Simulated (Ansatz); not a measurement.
Ga:

```
CELL_PARAMETERS angstrom
2.77842 0.00000 0.00000
0.00000 3.28161 0.00000
-1.34343 0.00000 3.99027
ATOMIC_POSITIONS crystal
Ga 0.13460 0.75000 0.77017
Ga 0.86540 0.25000 0.22983
```

This isn't the form of Ga at room conditions, which is orthorhombic.

A run of Ansatz 0.2.0 on this cell left the log below. Logs are shortened: lines on timing, memory, paths and dates and some standing lists are left out, and cuts for length are marked.

```text
Warning: RAYON_NUM_THREADS=1 ignored (pool sized by the plan → 1); use --threads N
LAPW: plane waves up to 8.115 Å⁻¹, error target 1.0e-3 eV per atom; small_component_spin mean_spin; Ga in spheres of 1.355 Å, 21 of its electrons in bands, Dirac shells [2p, 3p] (how accurate: hamiltonian.pseudopotentials.lapw.basis_error, Limitations)
Engine: ansatz 0.2.0, x86_64-unknown-linux-gnu
Pseudopotentials: kind: all_electron
Pseudopotential: Ga, LAPW, valence charge 21, lapw/all_electron/scalar/gaussian/Ga, Koelling and Harmon's equation with Dirac's for 2p 3p, gaussian nucleus
Functional definition: PBEsol
  exchange = pbesol_x
  correlation = pbesol_c
Crystal: 2 atoms, lattice volume = 36.382 Å³
Basis set: ecut = 250.91448787523873 eV, 341 PW (Γ), exchange–correlation at level 2
Bands: 26, of which v1, the nominal top of the filled ones, is band 21 counted from 1 (20 counted from 0)
Symmetry: 4 space group operations
Space group: P21/m (ITA 11), of the structure as read, at distance tolerance 3.3e-5 Å
k-points: 180 of 560
Non-local potential: Ga, projectors of the file, none
Initial density: superposition of atomic densities (chi_scale 0.1, normalization cell)
Initial wavefunctions: plane waves of lowest kinetic energy (no species holds an atomic orbital)
Functional: x = pbesol(κ = 0.804, μ = 0.12345679012345678), c = pbesol(β = 0.046)
iter 1 solved again at ethr=7.73e-5 eV; its pass at ethr=1.00e-1 eV (dr2=3.25e-2 eV) is discarded
SCF iter   1: F=—  HF=-105724.547775 eV  |F-HF|=—  |Δ(HF+E_count)|=         —  Δρ=1.23e-2  dr2=3.26e-2  ethr=7.73e-5  ⟨swp⟩=3.0  Hψ=31723  notcnv=0
preconditioner: auto → Kerker (q_TF=auto, 2.794 Å⁻¹)  [metal: Δε(μ)=0.100 eV  Ē_g=17.679 eV  σ=0.050 eV  W_gap=0.43  n_scr=12 (ndim 8)  ℏωp=31.4 eV  f_vac=0.000  D(μ)=0.52/eV (n_scr^D=2)]
SCF iter   2: F=—  HF=-105724.479992 eV  |F-HF|=—  |Δ(HF+E_count)|=   6.78e-2  Δρ=7.24e-3  dr2=1.41e-2  ethr=7.73e-5  ⟨swp⟩=2.0  Hψ=14040  notcnv=0
preconditioner: auto → none  [insulator: Δε(μ)=0.125 eV  Ē_g=18.263 eV  σ=0.050 eV  W_gap=0.53  n_scr=12 (ndim 8)  ℏωp=31.4 eV  f_vac=0.000  D(μ)=0.50/eV (n_scr^D=2)  ε∞_Penn≈4.0]
SCF iter   3: F=—  HF=-105724.465889 eV  |F-HF|=—  |Δ(HF+E_count)|=   1.41e-2  Δρ=4.06e-3  dr2=4.08e-3  ethr=3.37e-5  ⟨swp⟩=2.0  Hψ=13168  notcnv=0
SCF iter   4: F=—  HF=-105724.464301 eV  |F-HF|=—  |Δ(HF+E_count)|=   1.59e-3  Δρ=1.64e-3  dr2=6.73e-4  ethr=9.72e-6  ⟨swp⟩=2.0  Hψ=13168  notcnv=0
iter 5 solved again at ethr=9.22e-8 eV; its pass at ethr=1.60e-6 eV (dr2=3.87e-5 eV) is discarded
SCF iter   5: F=—  HF=-105724.463996 eV  |F-HF|=—  |Δ(HF+E_count)|=   3.05e-4  Δρ=3.60e-4  dr2=3.87e-5  ethr=9.22e-8  ⟨swp⟩=2.0  Hψ=22736  notcnv=0
SCF iter   6: F=—  HF=-105724.463980 eV  |F-HF|=—  |Δ(HF+E_count)|=   1.56e-5  Δρ=4.27e-5  dr2=4.82e-7  ethr=9.21e-8  ⟨swp⟩=2.0  Hψ=13168  notcnv=0
SCF iter   7: F=-105724.463980 eV  HF=-105724.463980 eV  |F-HF|=2.78e-9  |Δ(HF+E_count)|=   5.30e-9  Δρ=4.44e-6  dr2=4.98e-9  ethr=1.15e-9  ⟨swp⟩=2.0  Hψ=13168  notcnv=0
SCF 1 converged in 7 iterations: F = -105724.463980 eV  dr2 = 4.98e-9
NSCF: frozen V_eff on 57 k-points
SCF converged after 7 iterations
Free energy (F): -105724.463980 eV
Harris-Foulkes:  -105724.463980 eV  (|F-HF|=2.78e-9)
Internal energy: -105724.459842 eV  (E = F + TS)
E sigma→0 (E₀):  -105724.461911 eV
Entropy (-TS):   -0.004139 eV (-2.069 meV/atom)
Fermi energy:    12.133882 eV
--- Per-component energies (eV) ---
  E_band       = -1519.896594
  E_kinetic    = 107809.538615
  E_xc         = -4038.243404
  E_electrostatic = -209495.755053  (all electrons and nuclei)
  E_smearing   = -0.004139  (= −TS)
  E_closure    = 0.000000  (closes the sum)
  E_atoms      = -105717.795322  (free atoms, spherical and without spin; not in F)
  Σ components = -105724.463980   (vs F -105724.463980, Δ=0.00e0)
  Basis errors (estimates in eV, not in F): energy 3.1e-4 per atom: plane waves 2.8e-4 (1.5e-4 summed), levels above the bands 2.0e-65, relativity 2.0e-7, radial functions 3.5e-5, core shells 1.1e-10; eigenvalues (radial functions only) 4.2e-6; not estimated: angular momenta, meshes, grids; target (lapw.basis_error) 1.0e-3; muffin-tin radii Ga 1.355 Å
--- Forces (eV/Å), atoms counted from 1 ---
  atom   1  Ga    -0.00885213     0.00000000    -0.07106694
  atom   2  Ga     0.00885213    -0.00000000     0.07106694
  max |Σ_I F_I| component: 0.00e0 eV/Å
--- Stress (GPa, compression-positive) ---
       -0.012301       0.000000      -0.407322
        0.000000      -1.685809       0.000000
       -0.407322       0.000000      -0.220631
  P = ⅓ Tr σ = -0.6396 GPa (-6.396 kbar)
--- Band table (eV; the first three rows and the last of 180) ---
  k-point 0: bands = ["-131.2475", "-131.2466", "-82.1620", "-82.1571", "-82.1442", "-82.1430", "-82.1413", "-82.1336", "-2.9768", "-2.9665", "-2.9118", "-2.9027", "-2.6434", "-2.6401", "-2.5858", "-2.5773", "-2.5748", "-2.4341", "0.7378", "10.0610", "10.6894", "13.9551", "17.7344", "21.3139", "22.4704", "22.7815"]
  k-point 1: bands = ["-131.2474", "-131.2466", "-82.1618", "-82.1573", "-82.1443", "-82.1429", "-82.1410", "-82.1339", "-2.9844", "-2.9432", "-2.9287", "-2.8570", "-2.6694", "-2.6513", "-2.5890", "-2.5661", "-2.5576", "-2.4633", "0.9296", "7.8836", "13.1066", "14.1790", "18.0177", "20.5559", "21.3772", "22.4150"]
  k-point 2: bands = ["-131.2473", "-131.2467", "-82.1611", "-82.1580", "-82.1444", "-82.1427", "-82.1399", "-82.1350", "-3.0156", "-2.8852", "-2.8765", "-2.8127", "-2.7019", "-2.6693", "-2.6311", "-2.5498", "-2.5410", "-2.5201", "1.5041", "5.7619", "14.8345", "15.7276", "19.0498", "19.3613", "19.7721", "20.8886"]
  k-point 179: bands = ["-131.2467", "-131.2467", "-82.1599", "-82.1599", "-82.1487", "-82.1487", "-82.1370", "-82.1370", "-2.9401", "-2.9401", "-2.8714", "-2.8714", "-2.6564", "-2.6564", "-2.5883", "-2.5883", "-2.4596", "-2.4596", "9.2868", "9.2868", "10.5219", "10.5219", "13.8521", "13.8521", "16.8877", "16.8877"]
```

Problem. Write the input and the command behind it.

Solution. Band structure with PBEsol, no spin polarisation. The files as run (others can give the same):

input.yaml
```yaml
crystal:
  lattice:
    - [2.7784220849, 0.0, 0.0]
    - [0.0, 3.28160879, 0.0]
    - [-1.3434310986, 0.0, 3.9902731763]
  atoms:
    - { symbol: Ga, position: [0.13459627, 0.75, 0.77016683] }
    - { symbol: Ga, position: [0.86540373, 0.25, 0.22983317] }
kpoints:
  mp_grid: { grid: [10, 8, 7] }
  band_path:
    path:
      - [0.0, 0.0, 0.0]
      - [0.0, 0.0, 0.5]
      - [-0.439461826, 0.0, 0.712489919]
      - [-0.5, 0.0, 0.5]
      - [-0.5, 0.5, 0.5]
      - [-0.560538174, 0.5, 0.287510081]
      - [-0.5, 0.5, 0.0]
      - [-0.5, 0.0, 0.0]
    npoints: 8
scf:
  occupations: { method: fermi_dirac, width: 0.05 }
hamiltonian:
  xc: pbesol
  pseudopotentials:
    kind: all_electron
    lapw: { basis_error: 0.001 }
    dirac_shells: { Ga: ["3p"] }
output:
  forces: true
  stress: true
  eigenvalues: true
```

Potentials or basis: all-electron LAPW, inner shells corrected to Dirac's equation.
Launch:
```console
$ ansatz run input.yaml --threads 1 --pin off --max-ram 3072MiB --backend cpu --events-out ev --progress --plain --runs-dir out
```
